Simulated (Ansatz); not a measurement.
Co:

```
Co
1.0
     2.47056    0.00000    0.00000
    -1.23528    2.13957    0.00000
     0.00000    0.00000    8.08823
Co
4
Direct
  0.66667 0.33333 0.75000
  0.00000 0.00000 0.50000
  0.33333 0.66667 0.25000
  0.00000 0.00000 0.00000
```

Alike in all runs: program Ansatz 0.2.0; functional PBE; potentials or basis Ansatz PAW; cutoff 420 eV (not typed: the program's choice for these potentials); k mesh 12 × 12 × 4; occupations fermi-dirac, width 0.05 eV.

The same cell was started in several ways:

```tsv
start	free energy over the lowest (meV/atom)	net moment (μB)	site or absolute moments (μB)	gap
no spin polarisation	201.7	-	-	none (metal or under the smearing width)
collinear spin, ferromagnetic start of up to 3.5 μB	0.0	6.61	Co +1.73, +1.71	none (metal or under the smearing width)
collinear spin, ferromagnetic start of up to 2 μB	0.0	6.61	Co +1.73, +1.71	none (metal or under the smearing width)
collinear spin, random start of up to 2.21 μB	0.0	6.61	Co +1.73, +1.71	none (metal or under the smearing width)
collinear spin, ferrimagnetic start of up to 2 μB	0.0	6.61	Co +1.73, +1.71	none (metal or under the smearing width)
collinear spin, antiferromagnetic start of up to 2 μB	0.0	-6.61	Co -1.73, -1.71	none (metal or under the smearing width)
```

Allowing spin polarisation gains 202 meV/atom. A still lower state may exist.

Caveats: the starting moments weren't kept (some runs).
